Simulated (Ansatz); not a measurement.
## Ga, one cell by several methods

```
Ga
1.0
     3.01103    0.00000    0.00000
    -1.50552    2.60763    0.00000
     0.00000    0.00000    4.86610
Ga
2
Direct
  0.33333 0.66667 0.25000
  0.66667 0.33333 0.75000
```

Atom numbers follow the list: Ga1, Ga2.

Conventional cell: a = 3.011 Å, b = 3.011 Å, c = 4.866 Å, α = 90.00°, β = 90.00°, γ = 120.00°. Ga (atom 1) has 12 Ga at 2.99 to 3.01 Å as nearest neighbours.

The structure comes from a relaxation in the same program, started in the hcp type, and has space group P6_3/mmc. Whether it is a known phase or the ground state wasn't checked.

Methods: DFT, PBE, PAW with Ansatz's default frozen-core files, scalar-relativistic (Ansatz 0.2.0); DFT, PBE, all-electron LAPW, scalar-relativistic (Ansatz 0.2.0).

For PAW: a Γ-centred 18×18×10 k mesh, Fermi–Dirac smearing of 0.05 eV, cutoff 420 eV, no spin polarisation. LAPW targets a basis error of 0.5 meV/atom. The Ansatz runs share mesh, smearing and spin set-up. Plane-wave (PAW) pressures include the program's estimate of the Pulay term.

Stress and pressure are positive in compression.

Levels count from the Fermi level.

PAW results:

```
                      quantity     PAW
                pressure (GPa)   -0.03
highest filled level at A (eV)  -9.353
  lowest empty level at A (eV)   3.719
highest filled level at L (eV)  -3.118
  lowest empty level at L (eV)   6.441
highest filled level at M (eV)  -4.856
  lowest empty level at M (eV)   0.395
```

What does all-electron LAPW give for the same quantities?


```csv
quantity,LAPW
pressure (GPa),-0.02
highest filled level at A (eV),-9.352
lowest empty level at A (eV),3.719
highest filled level at L (eV),-3.118
lowest empty level at L (eV),6.443
highest filled level at M (eV),-4.855
lowest empty level at M (eV),0.396
```
